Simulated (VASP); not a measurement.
# SnO: electric field gradients, by potentials

SnO, P4/nmm (no. 129), 4 atoms in the cell.

| Potentials | Vzz of the first element (V/Å²) | Vzz of the second element (V/Å²) | Time (s) |
|---|---|---|---|
| Sn_d, O | -164.93 | 0.49 | 25 |
| Sn, O | -166.65 | 0.47 | 14 |
| Sn_d_GW, O_GW | -168.75 | 0.93 | 32 |
| Sn_d, O_h | -164.92 | 0.49 | 25 |

## Input of the first row

INCAR:
```
SYSTEM = SnO
ALGO = Normal
EDIFF = 1E-7
ENCUT = 950
GGA = PE
ISMEAR = 0
KPAR = 4
LASPH = .TRUE.
LCHARG = .FALSE.
LEFG = .TRUE.
LREAL = .FALSE.
LWAVE = .FALSE.
NELM = 120
PREC = Accurate
QUAD_EFG = 0 -25.58
SIGMA = 0.02
```

KPOINTS:
```
k-points
0
Gamma
  6 6 5
```

POSCAR:
```
SnO
1.0
    3.8136952200      0.0000000000      0.0000000000
    0.0000000000      3.8136952200      0.0000000000
    0.0000000000      0.0000000000      4.8869133000
Sn O
2 2
Direct
    0.5000000000      0.0000000000      0.7646261400
    0.0000000000      0.5000000000      0.2353738600
    0.0000000000      0.0000000000      0.0000000000
    0.5000000000      0.5000000000      0.0000000000
```

Commands:
```
cat potpaw_PBE.64/Sn_d/POTCAR potpaw_PBE.64/O/POTCAR > POTCAR
mpirun -np 4 vasp_std > vasp.out
```

Changes of the last row against the first:
```
- cat potpaw_PBE.64/Sn_d/POTCAR potpaw_PBE.64/O/POTCAR > POTCAR
+ cat potpaw_PBE.64/Sn_d/POTCAR potpaw_PBE.64/O_h/POTCAR > POTCAR
```

VASP 6.6.1 took 25 s on 4 cores (Intel Xeon 6975P-C (Granite Rapids)), a shared host.
